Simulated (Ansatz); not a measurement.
Runs of Ansatz 0.2.0 on GaN. It takes space group F-43m (No. 216, cubic). Conventional cell: a = 4.507 Å, b = 4.507 Å, c = 4.507 Å, α = 90.00°, β = 90.00°, γ = 90.00°. Ga (site symmetry -43m) is surrounded by 4 N at 1.95 Å. Around N (site symmetry -43m) lie 4 Ga at 1.95 Å. The cell is a database's computed one.

```csv
task,level,potentials or basis,spin,cell,k mesh,cutoff (eV),smearing,gap on the mesh (eV),pressure (GPa)
single point,PBE,"all-electron LAPW, scalar-relativistic",off,as given,10 × 10 × 10,422,gaussian 0.029 eV,1.73,4.9
relaxation of cell and atoms,RPBE+D4,"all-electron LAPW, scalar-relativistic",off,relaxed,10 × 10 × 10,-,fermi-dirac 0.05 eV,(a),0.0
band structure,LDA,"all-electron LAPW, relativistic spinors","SOC, no magnetisation",as given,7 × 7 × 7,422,fermi-dirac 0.05 eV,1.73,-6.3
single point,PBE,"all-electron LAPW, scalar-relativistic",off,as given,10 × 10 × 10,422,gaussian 0.016 eV,1.73,4.9
single point,PBE,"all-electron LAPW, scalar-relativistic",off,as given,10 × 10 × 10,422,gaussian 0.026 eV,1.73,4.9
single point,PBE,"all-electron LAPW, scalar-relativistic",off,as given,10 × 10 × 10,422,gaussian 0.05 eV,1.73,4.9
```

Alike in all rows: basis error allowed 0.001 eV/atom.

Problem. Estimate the missing entries.

Solution. (a) 1.90.

A k mesh can miss the band edges, and rows without SOC leave out spin-orbit coupling on Ga.
